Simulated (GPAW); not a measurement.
A run of GPAW 26.7.0 is set up as follows.

File run.py:

```python
from ase.dft.bandgap import bandgap
from ase.io import read, write
from ase.units import GPa
from gpaw import GPAW, PW

atoms = read('KF.xyz')

calc = GPAW(mode=PW(800),
            xc='LDA',
            kpts={'size': (9, 9, 9), 'gamma': True},
            occupations={'name': 'methfessel-paxton', 'order': 0, 'width': 0.05},
            nbands=16,
            convergence={'density': 1e-05, 'energy': 1e-05},
            maxiter=150,
            txt='gpaw.txt')
atoms.calc = calc
energy = atoms.get_potential_energy()
forces = atoms.get_forces()
stress = atoms.get_stress()
calc.write('gs.gpw')
write('result.traj', atoms)
print(f'Energy: {energy:.6f} eV')
print('Forces (eV/A):')
print(forces.round(4))
print('Stress (GPa):', (stress / GPa).round(3))
print('Fermi level:', round(calc.get_fermi_level(), 4), 'eV')
print(f'Gap: {bandgap(calc)[0]:.4f} eV, direct: {bandgap(calc, direct=True)[0]:.4f} eV')
```

File KF.xyz:

```xyz
2
Lattice="3.7785665100 0.0000000000 0.0000000000 1.8892832550 3.2723345875 0.0000000000 1.8892832550 1.0907781958 3.0851866362" Properties=species:S:1:pos:R:3 pbc="T T T"
K      0.0000000000      0.0000000000      0.0000000000
F      3.7785665100      2.1815563916      1.5425933181
```

Potentials or basis: the program's PAW data sets (release 1.2.1) made for this functional, pw.

Command:

```bash
$ OMP_NUM_THREADS=1 python run.py
```

Q: What does it give for the pressure?

A: -4.3 GPa.

Q: What does it give for the band gap on the k mesh?

A: 5.80 eV, direct.

Caveat: an odd mesh through Γ misses points on the zone boundary, where band edges often lie.
